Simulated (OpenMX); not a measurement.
## CuO (Tenorite): equation of state with LDA

CuO (Tenorite):

```
Cu O
1.0
     2.34185   -1.71130    0.00000
     2.34185    1.71130    0.00000
    -0.85003    0.00000    5.05787
Cu O
2 2
Direct
  0.50000 0.00000 0.50000
  0.00000 0.50000 0.00000
  0.41840 0.58160 0.75000
  0.58160 0.41840 0.25000
```

- Program: OpenMX 3.8.5
- Task: equation of state
- Functional: LDA
- Potentials or basis: OpenMX 2013 LDA set, Cu6.0H-s3p2d2, O6.0-s2p2d1, fixed grid of 36 × 36 × 70 points
- k mesh: 11 × 11 × 5
- Occupations: fermi-dirac, width 0.05 eV
- Spin: no spin polarisation

```yaml
Equilibrium_volume: 9.78 Å³/atom
Bulk_modulus_at_fixed_shape_and_positions: 202 GPa
Pressure_derivative_of_the_bulk_modulus: 4.6
```

Energy against volume, from the lowest point:
```
volume (Å³/atom)  energy (meV/atom)
           9.527               4.31
           9.730               0.00
           9.932               1.17
          10.135               7.21
          10.338              17.60
          10.540              31.83
          10.743              49.54
```

Caveat: volumes in these bases differ from converged ones by about 1 %, for some elements by several; the cell was scaled at fixed shape and fractional positions, which overstates the stiffness of a crystal with free parameters, most of all of layers and chains; the basis of atomic orbitals isn't converged, which shifts pressures, moduli and gaps; the run has no spin polarisation, though such a crystal can be magnetic.
